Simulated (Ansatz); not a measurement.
Input for Ansatz (plane-wave DFT, PAW):

```yaml
crystal:
  lattice:
    - [0.0, 2.0545427, 2.0545427]
    - [2.0545427, 0.0, 2.0545427]
    - [2.0545427, 2.0545427, 0.0]
  atoms:
    - { symbol: W, position: [0.0, 0.0, 0.0] }
basis:
  ecutwfc: 420
kpoints:
  mp_grid: { grid: [18, 18, 18] }
hamiltonian:
  xc: pbe
scf:
  occupations: { method: gaussian, width: 0.1 }
output:
  forces: true
  stress: true
  eigenvalues: true
```

Run as
```bash
ansatz run input.yaml --threads 1 --pin off --max-ram 1331MiB --backend cpu --events-out ev --progress --plain --runs-dir out
```

Level of theory: Ansatz, DFT PBE, scalar-relativistic, plane waves, PAW.

From the run's log, abridged (iterations and final results):

```
SCF iter   1: F=—  HF=-10384.303744 eV  |F-HF|=—  |Δ(HF+E_count)|=         —  Δρ=2.18e-3  dr2=5.60e-4  ethr=1.77e-3  ⟨swp⟩=5.0  Hψ=11495  notcnv=0
SCF iter   2: F=—  HF=-10384.303512 eV  |F-HF|=—  |Δ(HF+E_count)|=   2.32e-4  Δρ=9.04e-4  dr2=6.93e-5  ethr=4.00e-6  ⟨swp⟩=2.0  Hψ=4350  notcnv=0
SCF iter   3: F=—  HF=-10384.303534 eV  |F-HF|=—  |Δ(HF+E_count)|=   2.22e-5  Δρ=2.02e-4  dr2=2.44e-6  ethr=4.95e-7  ⟨swp⟩=2.0  Hψ=3080  notcnv=0
SCF iter   4: F=-10384.303536 eV  HF=-10384.303536 eV  |F-HF|=3.49e-9  |Δ(HF+E_count)|=   1.78e-6  Δρ=1.50e-5  dr2=2.04e-8  ethr=1.74e-8  ⟨swp⟩=2.0  Hψ=3187  notcnv=0
SCF iter   5: F=-10384.303536 eV  HF=-10384.303536 eV  |F-HF|=1.73e-10  |Δ(HF+E_count)|=   2.17e-9  Δρ=3.84e-6  dr2=1.05e-9  ethr=1.46e-10  ⟨swp⟩=2.0  Hψ=3235  notcnv=0
SCF iter   6: F=-10384.303536 eV  HF=-10384.303536 eV  |F-HF|=3.64e-12  |Δ(HF+E_count)|=  1.35e-10  Δρ=2.56e-7  dr2=3.53e-12  ethr=7.49e-12  ⟨swp⟩=1.2  Hψ=6646  notcnv=0
SCF 1 converged in 6 iterations: F = -10384.303536 eV  dr2 = 3.53e-12
SCF converged after 6 iterations
Free energy (F): -10384.303536 eV
Harris-Foulkes:  -10384.303536 eV  (|F-HF|=3.64e-12)
Internal energy: -10384.296861 eV  (E = F + TS)
E sigma→0 (E₀):  -10384.300199 eV
Entropy (-TS):   -0.006675 eV (-6.675 meV/atom)
Fermi energy:    19.971222 eV
--- Per-component energies (eV) ---
  E_band       = -110.329489
  E_kinetic    = 446.542421
  E_local      = -662.233575  (includes V_loc(G=0)·N_el)
  E_nonlocal   = 0.479809
  E_hartree    = 233.245507
  E_xc         = -265.561949
  E_vxc        = -236.972872  (∫ρ·V_xc dr)
  E_paw        = -8562.209860  (= ΣΔE_a)
  E_vpaw       = -124.636269  (= ΣTr[D̂ρ^β])
  E_aug_tail   = -0.000051  (compensation charges beyond the density's cutoff)
  E_ewald      = -1574.559163
  E_smearing   = -0.006675  (= −TS)
--- Forces (eV/Å), atoms counted from 1 ---
  atom   1  W      0.00000000     0.00000000     0.00000000
--- Stress (GPa, compression-positive) ---
      -13.560796       0.000000       0.000000
        0.000000     -13.560796       0.000000
        0.000000       0.000000     -13.560796
  P = ⅓ Tr σ = -13.5608 GPa (-135.608 kbar)
--- Band table (eV; the first three rows and the last of 195) ---
  k-point 0: bands = ["-53.7317", "-17.4663", "-17.4663", "-17.4663", "11.2760", "19.4678", "19.4678", "19.4678", "22.3563", "22.3563", "32.6769"]
  k-point 1: bands = ["-53.7292", "-17.4967", "-17.4703", "-17.4703", "11.4034", "19.3705", "19.5277", "19.5277", "22.3037", "22.3037", "32.9299"]
  k-point 2: bands = ["-53.7221", "-17.5837", "-17.4816", "-17.4816", "11.7731", "19.1173", "19.6841", "19.6841", "22.1852", "22.1852", "33.6127"]
  k-point 194: bands = ["-53.6214", "-18.1388", "-18.0438", "-17.8246", "16.4282", "17.6051", "18.5640", "21.3070", "25.3123", "29.4471", "29.6307"]
```

Self-consistency was reached.

Spin–orbit coupling is left out, which can shift energies with elements as heavy as these.